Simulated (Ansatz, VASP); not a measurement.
**One calculation of Ca, two programs**

```xyz
8
Lattice="7.0578 0.0000 0.0000 0.0000 7.0578 0.0000 0.0000 0.0000 7.0578" Properties=species:S:1:pos:R:3 pbc="T T T"
Ca    3.5289    3.5289    3.5289
Ca    0.0000    0.0000    0.0000
Ca    1.7645    0.0000    3.5289
Ca    3.5289    1.7645    0.0000
Ca    3.5289    5.2934    0.0000
Ca    5.2934    0.0000    3.5289
Ca    0.0000    3.5289    5.2934
Ca    0.0000    3.5289    1.7645
```

Alike in both runs: task single point; functional PBEsol; k mesh 4 × 4 × 4; occupations gaussian, width 0.1 eV; no spin polarisation.

|  | VASP | Ansatz |
| --- | --- | --- |
| version | VASP 6.6.1 | Ansatz 0.2.0 |
| potentials or method | VASP PAW PBE potentials, release 64 (Ca_sv) | scalar-relativistic, plane waves, PAW |
| plane-wave cutoff (eV) | 520 | 420 |
| valence electrons in the cell | 80 | 80 |

|  | VASP | Ansatz | Ansatz less VASP |
| --- | --- | --- | --- |
| gap on the k mesh at the Fermi level (eV) | none | none | - |
| pressure (GPa) | -1.2 | -1.2 | 0.00 |

A gap of «none» marks a metal or a gap that the smearing closes. With one functional, cell and mesh, what is left measures potentials, basis and numerics.

Caveats: the PAW data sets were made with another functional, which shifts forces and pressure a little (VASP).
